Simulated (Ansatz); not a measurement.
Clean, relaxed (100) surface of Al, space group Fm-3m (No. 225) (top face towards +c; atoms held fixed, by place in the list: 1, 2, 3, 4, 5, 6, 7, 8):

```xyz
16
Lattice="5.6324 0.0000 0.0000 0.0000 5.6324 0.0000 0.0000 0.0000 22.9741" Properties=species:S:1:pos:R:3 pbc="T T T"
Al    1.4081    1.4081    8.5000
Al    1.4081    4.2243    8.5000
Al    4.2243    1.4081    8.5000
Al    4.2243    4.2243    8.5000
Al    2.8162    2.8162   10.4914
Al    2.8162    0.0000   10.4914
Al    0.0000    2.8162   10.4914
Al    0.0000    0.0000   10.4914
Al    4.2243    4.2243   12.5660
Al    4.2243    1.4081   12.5660
Al    1.4081    4.2243   12.5660
Al    1.4081    1.4081   12.5660
Al    0.0000    0.0000   14.6297
Al    0.0000    2.8162   14.6297
Al    2.8162    0.0000   14.6297
Al    2.8162    2.8162   14.6297
```

Method: DFT PBE+D3(BJ), scalar-relativistic, plane waves, PAW (Ansatz 0.2.0). Plane waves to 420 eV, a k mesh through Γ of 5×5×1 on the computed 16-atom cell and Gaussian smearing (0.10 eV); no spin polarisation. The cell repeats along c with a dipole correction in the vacuum.

With the adsorbate the run is spin-polarised, so any moments that the slab's own atoms take up count into E_ads.

E_ads counts from the clean slab and the free adsorbate (spin-polarised where it has unpaired electrons); negative means bound. With the adsorbate the cell is lengthened along c to keep the vacuum.

Question: Ni (atom) is put on the top face (one adsorbate per 31.7 Å²) at each of these sites and relaxed. Order them from strongest to weakest binding.
A. top (Al) at (0.00, 0.00)
B. bridge (Al-Al) at (0.00, 0.25)
C. hollow (over Al) at (0.75, 0.75)

Answer: C (-5.13 eV), B (-3.86 eV), A (-3.22 eV).

Each end is the local minimum or symmetric point that its start leads to. The slab is only 6.0 Å thick, so the energies aren't converged with thickness.

An atom lies near a switch of its D3 coefficient C6 between reference coordination numbers, so the dispersion energy changes steeply there and can make or shift the minimum.